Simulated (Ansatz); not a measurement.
# Do the potentials matter? P_N in Si3N4 (P6_3/m)

Aim: the (0/−1) level of P_N in Si3N4 (P6_3/m) as a function of the pseudopotential files, with the cost of each choice. The model is a cell of 42 host atoms with 1 N taken out and 1 P put in; the atoms are relaxed once and then held.

Main program and level: Ansatz 0.2.0; plane-wave DFT; relaxations with PBE, then single points with PBE, on supercells at fixed charge in a uniform background.

Most raw output is cut from this account.

## Step 1: The structure

The cell holds 42 atoms: 18 Si, 23 N and 1 P. Cell: a = 7.664 Å, b = 7.664 Å, c = 8.779 Å, α = 90.0°, β = 90.0°, γ = 120.0°. It derives from Si3N4 (space group P6_3/m). Nearest the centre at fractional (0.670, 0.701, 0.417): P25 at 0.00 Å, Si17 at 1.75 Å, Si5 at 1.75 Å, Si19 at 1.75 Å, N22 at 2.80 Å, N9 at 2.83 Å, N23 at 2.83 Å, N14 at 2.83 Å. The cell carries charge −1.

As a file:

```xyz
42
Lattice="7.6639 0.0000 0.0000 -3.8320 6.6372 0.0000 0.0000 0.0000 8.7788" Properties=species:S:1:pos:R:3 pbc="T T T"
Si   -1.3903    5.4755    2.1947
Si    2.2269    1.5337    0.7316
Si    4.0468    3.9417    0.7316
Si   -0.2148    2.6954    2.1947
Si    1.6051    5.1034    2.1947
Si    5.2222    1.1617    0.7316
N     0.0000    4.4248    2.1947
N     3.8320    2.2124    0.7316
N     4.8602    4.4468    2.1947
N    -1.4210    6.4325    0.7316
N     2.4492    4.6515    0.7316
N     1.3827    1.9857    2.1947
N    -1.0283    2.1903    0.7316
N     5.2529    0.2047    2.1947
Si   -1.3903    5.4755    5.1210
Si    2.2269    1.5337    3.6578
Si    4.0468    3.9417    3.6578
Si   -0.2148    2.6954    5.1210
Si    1.6051    5.1034    5.1210
Si    5.2222    1.1617    3.6578
N     0.0000    4.4248    5.1210
N     3.8320    2.2124    3.6578
N     4.8602    4.4468    5.1210
N    -1.4210    6.4325    3.6578
P     2.4492    4.6515    3.6578
N     1.3827    1.9857    5.1210
N    -1.0283    2.1903    3.6578
N     5.2529    0.2047    5.1210
Si   -1.3903    5.4755    8.0472
Si    2.2269    1.5337    6.5841
Si    4.0468    3.9417    6.5841
Si   -0.2148    2.6954    8.0472
Si    1.6051    5.1034    8.0472
Si    5.2222    1.1617    6.5841
N     0.0000    4.4248    8.0472
N     3.8320    2.2124    6.5841
N     4.8602    4.4468    8.0472
N    -1.4210    6.4325    6.5841
N     2.4492    4.6515    6.5841
N     1.3827    1.9857    8.0472
N    -1.0283    2.1903    6.5841
N     5.2529    0.2047    8.0472
```

Known beforehand: the electronic dielectric constant, (4.31, 4.31, 4.39), and the static one, (8.32, 8.32, 8.28), computed on the host (DFPT, PBEsol).

The cell's shortest repeat is 7.7 Å.

## Step 2: Relaxing both charge states, PBE

The study needs fixed structures, so each charge is relaxed once, at one point at (¼, ¼, ¼), from small random displacements that break the symmetry of the site.

Contents of qm1_M1.relax/input.yaml:

```yaml
crystal:
  lattice:
    - [7.66392171, 0.0, 0.0]
    - [-3.83196086, 6.63715089, 0.0]
    - [0.0, 0.0, 2.92627257]
  atoms:
    - { symbol: Si, position: [0.231083, 0.824973, 0.75] }
    - { symbol: Si, position: [0.40611, 0.231083, 0.25] }
    - { symbol: Si, position: [0.824973, 0.59389, 0.25] }
    - { symbol: Si, position: [0.175027, 0.40611, 0.75] }
    - { symbol: Si, position: [0.59389, 0.768917, 0.75] }
    - { symbol: Si, position: [0.768917, 0.175027, 0.25] }
    - { symbol: "N", position: [0.333333, 0.666667, 0.75] }
    - { symbol: "N", position: [0.666667, 0.333333, 0.25] }
    - { symbol: "N", position: [0.969165, 0.669992, 0.75] }
    - { symbol: "N", position: [0.299172, 0.969165, 0.25] }
    - { symbol: "N", position: [0.669992, 0.700828, 0.25] }
    - { symbol: "N", position: [0.330008, 0.299172, 0.75] }
    - { symbol: "N", position: [0.030835, 0.330008, 0.25] }
    - { symbol: "N", position: [0.700828, 0.030835, 0.75] }
  supercell: [1, 1, 3]
  defects: [{ substitution: { at: 24, symbol: P } }]
total_charge: -1
basis:
  ecutwfc: 420
  xc_grid: 2
hamiltonian:
  xc: pbe
kpoints:
  mp_grid: { grid: [1, 1, 1], shift: [0.25, 0.25, 0.25] }
magnetization:
  spin_polarized: true
  initial_magnetization: 1
  spin_locking: { lock_magnetization: hard }
scf:
  occupations: { method: fixed }
  max_iter: 100
output:
  forces: true
  charged_corrections:
    epsilon: [4.31, 4.31, 4.39]
    static_epsilon: [8.32, 8.32, 8.28]
    defect_position: [0.669992, 0.700828, 0.416667]
relax:
  f_tol: 0.02
  max_steps: 60
  random_displacement: { amplitude: 0.05, seed: 6148 }
checkpoint:
  write: "../qm1_M1.relax.run"
  compress: false
  write_wavefunctions: true
  write_every: 100000
```

Started as:

```sh
> ansatz run input.yaml --threads 4 --pin off --max-ram 9420MiB --backend cpu --events-out ev --progress --plain --runs-dir out
```

Wall time 79 s (4 threads of Arm Neoverse V1, shared host); peak memory 0.99 GiB; 5.1 min of CPU time.

The steps of the relaxation:

```csv
step,energy less that of the first step (eV),largest force component (eV/Å)
1,0.0000,15.5880
2,-5.2659,4.3370
3,-6.7075,1.0768
4,-7.0687,0.9563
5,-7.3855,1.0013
6,-7.6558,0.5145
7,-7.7383,0.3849
8,-7.7952,0.7065
9,-7.8381,0.4557
10,-7.8810,0.3734
11,-7.9071,0.2417
12,-7.8951,0.3560
13,-7.9188,0.0464
14,-7.9192,0.0334
15,-7.9193,0.0158
```

Relaxation step 12 was tried and not accepted.

The atoms that moved most (Å, from the sites as typed, ahead of the random displacement, the mean shift of all atoms taken out):

```csv
atom,dx,dy,dz,length
P25,0.488,0.849,0.000,0.979
N28,-0.253,0.017,0.163,0.301
N14,-0.246,0.018,-0.163,0.296
Si17,0.180,-0.216,0.001,0.282
Si20,0.079,-0.238,0.000,0.251
N9,0.144,-0.167,-0.059,0.228
N23,0.142,-0.167,0.060,0.228
N22,0.064,-0.172,0.000,0.184
```

Neighbours of P25 at the end:

```csv
atom,distance (Å)
Si5,2.123
Si19,2.125
Si17,2.194
Si20,2.530
N14,2.757
N28,2.760
N23,2.842
N9,2.842
```

```csv
charge,moment set (μB),steps,largest displacement (Å),time
−1,1,15,0.98,79 s
0,0,9,0.45,24 s
```

The relaxation ends 189 meV an atom lower than the displaced start, with a largest force component of 0.016 eV/Å.

## Step 3: First setting: soft PAW, 420 eV

Total energies have another zero for each set of files, but a level against the valence top must not depend on them. The spread measures the error of the potentials and cutoffs, not that of the functional or the cell.

Contents of qm1_M1.fdefault/input.yaml:

```yaml
crystal:
  checkpoint: "../qm1_M1.relax.run"
  host: checkpoint
total_charge: -1
basis:
  ecutwfc: 420
  xc_grid: 2
hamiltonian:
  xc: pbe
  pseudopotentials: { kind: paw }
kpoints:
  mp_grid: { grid: [1, 1, 1], shift: [0.25, 0.25, 0.25] }
magnetization:
  spin_polarized: true
  initial_magnetization: 1
  spin_locking: { lock_magnetization: hard }
scf:
  occupations: { method: fixed }
  max_iter: 100
output:
  forces: true
  charged_corrections:
    epsilon: [4.31, 4.31, 4.39]
    static_epsilon: [8.32, 8.32, 8.28]
    defect_position: [0.669992, 0.700828, 0.416667]
  eigenvalues: true
checkpoint:
  write: "../qm1_M1.fdefault.run"
  compress: false
  write_wavefunctions: false
  write_every: 100000
```

It took 11 s on 4 threads; peak memory 0.97 GiB.

Both charges and the host at this setting go to place-levels, which corrects for the image charge and aligns the potentials.

Contents of levels.fdefault.yaml:

```yaml
host:
  run: host.fdefault.run
states: [qm1_M1.fdefault.run, q0.fdefault.run]
geometry_from:
  qm1_M1.fdefault.run: qm1_M1.relax.run
  q0.fdefault.run: q0.relax.run
  host.fdefault.run: host.relax.run
```

Started as:

```sh
> ansatz place-levels levels.fdefault.yaml -- --threads 4 --pin off --max-ram 9420MiB
```

It took 0.14 s on 4 threads.

At this setting the gap is 4.263 eV and (0/−1) lies 3.601 eV above the valence top.

## Step 4: The other settings

In the defect's inputs only the studied keys change. One input of each further setting:

qm1_M1.fhard/input.yaml, as its differences from qm1_M1.fdefault/input.yaml of step 3:

```diff
@@ -5,3 +5,3 @@
 basis:
-  ecutwfc: 420
+  ecutwfc: 700
   xc_grid: 2
@@ -9,3 +9,3 @@
   xc: pbe
-  pseudopotentials: { kind: paw }
+  pseudopotentials: { kind: paw, source: ansatz }
 kpoints:
@@ -27,3 +27,3 @@
 checkpoint:
-  write: "../qm1_M1.fdefault.run"
+  write: "../qm1_M1.fhard.run"
   compress: false
```

qm1_M1.fjth/input.yaml, as its differences from qm1_M1.fhard/input.yaml of step 4:

```diff
@@ -5,3 +5,3 @@
 basis:
-  ecutwfc: 700
+  ecutwfc: 600
   xc_grid: 2
@@ -9,3 +9,3 @@
   xc: pbe
-  pseudopotentials: { kind: paw, source: ansatz }
+  pseudopotentials: { kind: paw, source: jth }
 kpoints:
@@ -27,3 +27,3 @@
 checkpoint:
-  write: "../qm1_M1.fhard.run"
+  write: "../qm1_M1.fjth.run"
   compress: false
```

qm1_M1.fnc/input.yaml, as its differences from qm1_M1.fjth/input.yaml of step 4:

```diff
@@ -5,3 +5,3 @@
 basis:
-  ecutwfc: 600
+  ecutwfc: 1000
   xc_grid: 2
@@ -9,3 +9,3 @@
   xc: pbe
-  pseudopotentials: { kind: paw, source: jth }
+  pseudopotentials: { kind: nc }
 kpoints:
@@ -27,3 +27,3 @@
 checkpoint:
-  write: "../qm1_M1.fjth.run"
+  write: "../qm1_M1.fnc.run"
   compress: false
```

## Step 5: Result against cost

Times of the states on 4 threads of Arm Neoverse V1, shared host; the host is run again at each setting:

```csv
pseudopotential files,gap (eV),(0/−1) above the valence top (eV),under the conduction bottom (eV),"level less that at harder PAW, 700 eV (meV)","time, both charge states","time, host and placing",peak memory of a state (GiB)
"soft PAW, 420 eV",4.263,3.601,0.662,9,15 s,48 s,1.0
"harder PAW, 700 eV",4.254,3.592,0.662,0,33 s,2 min,1.9
"JTH PAW, 600 eV",4.257,3.616,0.641,24,30 s,90 s,1.8
"norm-conserving, 1000 eV",4.241,3.575,0.666,-17,42 s,2.5 min,2.4
```

## Step 6: What came out

| Property | Result |
| --- | --- |
| (0/minus 1) level, soft PAW, 420 eV | 3.60 eV |
| (0/minus 1) level, harder PAW, 700 eV | 3.59 eV |
| (0/minus 1) level, JTH PAW, 600 eV | 3.62 eV |
| (0/minus 1) level, norm-conserving, 1000 eV | 3.58 eV |

Over the settings in the table the level spans 0.041 eV; soft PAW, 420 eV and norm-conserving, 1000 eV lie within 0.02 eV of the reference (harder PAW, 700 eV, 3.59 eV); soft PAW, 420 eV takes 45 % of its time for the two charge states. The largest miss of the level above the valence top is 24 meV, with JTH PAW, 600 eV. Only the charges −1 and 0 were run, each from one start, so (0/−1) need not be a change between stable states. The cutoff lies under that recommended for the files in harder PAW, 700 eV, JTH PAW, 600 eV and norm-conserving, 1000 eV, so part of the spread can be basis error. Limits: one k-point off the zone centre stands for the whole zone; the images are only 7.7 Å apart; PBE makes the gap too small and tends to spread out bound carriers.

[Logs are printed without paths, hosts, clocks, repeated set-up lines and the standing remarks that a program may print on its own settings, such as how far it seeks lower states.]

[Hosts, paths, dates, database ids (printed as entryN), source tags and the programs' standing remarks are cut or masked in the printed files.]

[Where a table of states has a column of steps, it counts the stored structures, which are thinned; the runs took as many ionic steps or more.]

[For some hosts the program warned that the k-mesh of the response run may be too coarse for force constants and the static dielectric constant; such warnings are not shown here.]
